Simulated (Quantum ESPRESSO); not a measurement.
# ZnS (F-43m) in Quantum ESPRESSO: equation of state, part 2 of 2

Quantum ESPRESSO 7.5. The steps go on from the part before.

**3. Single point, PBE, 18.94 Å³/atom**

pw.in reads:

```
&CONTROL
  calculation = 'scf'
  prefix = 'pwscf'
  outdir = './tmp'
  pseudo_dir = './pseudo'
  tprnfor = .true.
  tstress = .true.
  disk_io = 'nowf'
/
&SYSTEM
  ibrav = 0
  nat = 2
  ntyp = 2
  ecutwfc = 55
  ecutrho = 440
  nbnd = 20
  occupations = 'smearing'
  smearing = 'fd'
  degauss = 0.00367493
/
&ELECTRONS
  conv_thr = 4d-10
  electron_maxstep = 120
  mixing_beta = 0.5
/
ATOMIC_SPECIES
Zn    65.3800 Zn_pbe_v1.uspp.F.UPF
S     32.0600 s_pbe_v1.4.uspp.F.UPF
CELL_PARAMETERS angstrom
   0.0000000000    2.6654820099    2.6654820099
   2.6654820099    0.0000000000    2.6654820099
   2.6654820099    2.6654820099    0.0000000000
ATOMIC_POSITIONS crystal
Zn     0.7500000000    0.7500000000    0.7500000000
S      0.0000000000    0.0000000000    0.0000000000
K_POINTS automatic
9 9 9 0 0 0
```

Potentials or basis: SSSP 1.3 efficiency PBE.

On the command line:

```
$ OMP_NUM_THREADS=1 pw.x -in pw.in > pw.out
```

It took 27 s on 1 thread of Intel Xeon Platinum 8488C (Sapphire Rapids), shared host; peak memory 0.21 GiB.

Results (log left out):

- Free energy: -6609.2355 eV
- Pressure: 5.1 GPa
- Band gap on the k mesh: 2.28 eV, direct

**4. Single point, PBE, 19.33 Å³/atom**

pw.in, as its differences from that of step 3:

```diff
@@ -29,5 +29,5 @@
 CELL_PARAMETERS angstrom
-   0.0000000000    2.6654820099    2.6654820099
-   2.6654820099    0.0000000000    2.6654820099
-   2.6654820099    2.6654820099    0.0000000000
+   0.0000000000    2.6838652254    2.6838652254
+   2.6838652254    0.0000000000    2.6838652254
+   2.6838652254    2.6838652254    0.0000000000
 ATOMIC_POSITIONS crystal
```

On the command line:

```
$ OMP_NUM_THREADS=1 pw.x -in pw.in > pw.out
```

Run time: 26 s. Hardware: 1 thread of Intel Xeon Platinum 8488C (Sapphire Rapids), shared host; peak memory 0.21 GiB.

It converged, with:

```yaml
Free_energy: -6609.2563 eV
Pressure: 3.3 GPa
Band_gap_on_the_k_mesh: 2.19 eV, direct
```

**5. Single point, PBE, 19.73 Å³/atom**

pw.in, as its differences from that of step 4:

```diff
@@ -29,5 +29,5 @@
 CELL_PARAMETERS angstrom
-   0.0000000000    2.6838652254    2.6838652254
-   2.6838652254    0.0000000000    2.6838652254
-   2.6838652254    2.6838652254    0.0000000000
+   0.0000000000    2.7020000000    2.7020000000
+   2.7020000000    0.0000000000    2.7020000000
+   2.7020000000    2.7020000000    0.0000000000
 ATOMIC_POSITIONS crystal
```

On the command line:

```
$ OMP_NUM_THREADS=1 pw.x -in pw.in > pw.out
```

It took 27 s on 1 thread of Intel Xeon Platinum 8488C (Sapphire Rapids), shared host; peak memory 0.22 GiB.

It converged, with:

| Property | Result |
| --- | --- |
| Free energy | -6609.2686 eV |
| Pressure | 1.7 GPa |
| Band gap on the k mesh | 2.11 eV, direct |

**6. Single point, PBE, 20.12 Å³/atom**

pw.in, as its differences from that of step 5:

```diff
@@ -29,5 +29,5 @@
 CELL_PARAMETERS angstrom
-   0.0000000000    2.7020000000    2.7020000000
-   2.7020000000    0.0000000000    2.7020000000
-   2.7020000000    2.7020000000    0.0000000000
+   0.0000000000    2.7198945612    2.7198945612
+   2.7198945612    0.0000000000    2.7198945612
+   2.7198945612    2.7198945612    0.0000000000
 ATOMIC_POSITIONS crystal
```

Potentials or basis: SSSP 1.3 efficiency PBE.

On the command line:

```
$ OMP_NUM_THREADS=1 pw.x -in pw.in > pw.out
```

Run time: 29 s. Hardware: 1 thread of Intel Xeon Platinum 8488C (Sapphire Rapids), shared host; peak memory 0.22 GiB.

The run converged. Its results:

```yaml
Free_energy: -6609.2734 eV
Pressure: 0.2 GPa
Band_gap_on_the_k_mesh: 2.02 eV, direct
```

**7. Single point, PBE, 20.52 Å³/atom**

pw.in, as its differences from that of step 6:

```diff
@@ -29,5 +29,5 @@
 CELL_PARAMETERS angstrom
-   0.0000000000    2.7198945612    2.7198945612
-   2.7198945612    0.0000000000    2.7198945612
-   2.7198945612    2.7198945612    0.0000000000
+   0.0000000000    2.7375567091    2.7375567091
+   2.7375567091    0.0000000000    2.7375567091
+   2.7375567091    2.7375567091    0.0000000000
 ATOMIC_POSITIONS crystal
```

On the command line:

```
$ OMP_NUM_THREADS=1 pw.x -in pw.in > pw.out
```

Wall time 27 s (1 thread of Intel Xeon Platinum 8488C (Sapphire Rapids), shared host); peak memory 0.22 GiB.

The run converged. Its results:

```
Free energy            : -6609.2714 eV
Pressure               : -1.1 GPa
Band gap on the k mesh : 1.94 eV, direct
```

**8. Single point, PBE, 20.91 Å³/atom**

pw.in, as its differences from that of step 7:

```diff
@@ -29,5 +29,5 @@
 CELL_PARAMETERS angstrom
-   0.0000000000    2.7375567091    2.7375567091
-   2.7375567091    0.0000000000    2.7375567091
-   2.7375567091    2.7375567091    0.0000000000
+   0.0000000000    2.7549938462    2.7549938462
+   2.7549938462    0.0000000000    2.7549938462
+   2.7549938462    2.7549938462    0.0000000000
 ATOMIC_POSITIONS crystal
```

On the command line:

```
$ OMP_NUM_THREADS=1 pw.x -in pw.in > pw.out
```

Run time: 28 s. Hardware: 1 thread of Intel Xeon Platinum 8488C (Sapphire Rapids), shared host; peak memory 0.23 GiB.

Results (log left out):

- Free energy: -6609.2633 eV
- Pressure: -2.3 GPa
- Band gap on the k mesh: 1.86 eV, direct

**9. Equation of state, PBE**

Potentials or basis: SSSP 1.3 efficiency PBE.

This step only gathers the single runs of the series.

What came out:

| Item | Value |
| --- | --- |
| Equilibrium volume | 20.20 Å³/atom |
| Bulk modulus | 69 GPa |
| Pressure derivative of the bulk modulus | 4.4 |

Energy against volume, from the lowest point:
| volume (Å³/atom) | energy (meV/atom) |
| --- | --- |
| 18.543 | 34.08 |
| 18.938 | 18.99 |
| 19.332 | 8.59 |
| 19.727 | 2.40 |
| 20.121 | 0.00 |
| 20.516 | 1.01 |
| 20.910 | 5.08 |

PBE usually gives volumes a little too large and moduli too small.

**10. How close it comes**

Step 9. Measured bulk modulus of ZnS: 76.9 GPa (quoted in “Electronic, vibrational, and thermodynamic properties of ZnS (zincblende and rocksalt structure)”, 2009, arxiv:0911.5022). This calculation gives 69 GPa (-9.8 %). The fit is for a static lattice scaled at fixed shape and fixed fractional positions.
